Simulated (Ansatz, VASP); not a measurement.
**BiS: VASP beside Ansatz**

Contents of INCAR:

```
PREC = Accurate
ENCUT = 520
EDIFF = 1E-6
ISMEAR = 0
SIGMA = 0.05
LREAL = False
LASPH = True
NELM = 60
ALGO = Normal
ISIF = 2
LWAVE = False
LCHARG = False
GGA = PE
NBANDS = 18
```

KPOINTS

```
Automatic mesh
0
Gamma
  10 10 10
```

File POSCAR:

```
BiS
1.0
    3.6614798638      0.0000000000      0.0000000000
    0.0000000000      3.6614798638      0.0000000000
    0.0000000000      0.0000000000      3.6614798638
Bi S
1 1
Direct
    0.0000000000      0.0000000000      0.0000000000
    0.5000000000      0.5000000000      0.5000000000
```

Input for Ansatz:

```yaml
crystal:
  lattice:
    - [3.6614798638, 0.0, 0.0]
    - [0.0, 3.6614798638, 0.0]
    - [0.0, 0.0, 3.6614798638]
  atoms:
    - { symbol: Bi, position: [0.0, 0.0, 0.0] }
    - { symbol: S, position: [0.5, 0.5, 0.5] }
basis:
  ecutwfc: 420
  ecutrho_ratio: 4
kpoints:
  mp_grid: { grid: [10, 10, 10] }
hamiltonian:
  xc: pbe
scf:
  occupations: { method: gaussian, width: 0.05 }
output:
  forces: true
  stress: true
  eigenvalues: true
```

Alike in both runs: task single point; functional PBE; k mesh 10 × 10 × 10; occupations gaussian, width 0.05 eV; no spin polarisation.

|  | VASP | Ansatz |
| --- | --- | --- |
| version | VASP 6.6.1 | Ansatz 0.2.0 |
| potentials or method | VASP PAW PBE potentials, release 64 (Bi_d, S) | scalar-relativistic, plane waves, PAW |
| plane-wave cutoff (eV) | 520 | 420 |
| valence electrons in the cell | 21 | 21 |

```csv
,VASP,Ansatz,Ansatz less VASP
gap on the k mesh at the Fermi level (eV),none,none,-
pressure (GPa),-4.2,-4.2,+0.06
```

A gap of «none» marks a metal or a gap that the smearing closes.

Caveats: spin-orbit coupling is left out, which moves the levels of the heavy elements.
